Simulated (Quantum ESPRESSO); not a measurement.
**As under changes of volume**

One of the cells (21.530 Å³/atom); the others are scaled copies at fixed shape and fractional positions:

```
As
1.0
     1.88080    1.08588    3.51406
    -1.88080    1.08588    3.51406
     0.00000   -2.17176    3.51406
As
2
Cartesian
  0.0000 0.0000 2.3825
  0.0000 0.0000 8.1597
```

| Property | Result |
| --- | --- |
| Program | Quantum ESPRESSO 7.5 |
| Functional | LDA |
| Potentials or basis | PseudoDojo 0.4.1 SR LDA standard |
| Cutoff | 1088 eV |
| Density cutoff | 4354 eV |
| k mesh | 9 × 9 × 9 |
| Occupations | fermi-dirac, width 0.05 eV |
| Spin | no spin polarisation |

```csv
volume (Å³/atom),energy over the lowest point (meV/atom),pressure (GPa),largest force (eV/Å)
20.239,?,?,?
20.669,2.92,1.7,0.545
21.100,0.00,-0.1,0.399
21.530,1.56,-1.6,0.263
21.961,7.13,-3.1,0.135
22.392,16.33,-4.3,0.015
22.822,28.82,-5.5,0.098
```

Problem. What does the run at 20.239 Å³/atom give?

Solution. Energy over the lowest point 10.79 meV/atom; pressure 3.6 GPa; largest force 0.700 eV/Å.

Worked out: A Birch-Murnaghan fit of order 3 (a polynomial in V^(-2/3)) to the other rows has its minimum at 21.16 Å³/atom with B0 = V·E''(V) = 80 GPa and B' = 4.0 at fixed shape and positions, which overstates the stiffness. It gives 10.74 meV/atom at 20.239 Å³/atom, against the run's 10.79, and -dE/dV = 3.9 GPa, against 3.6.

Energies are extrapolated to zero smearing.
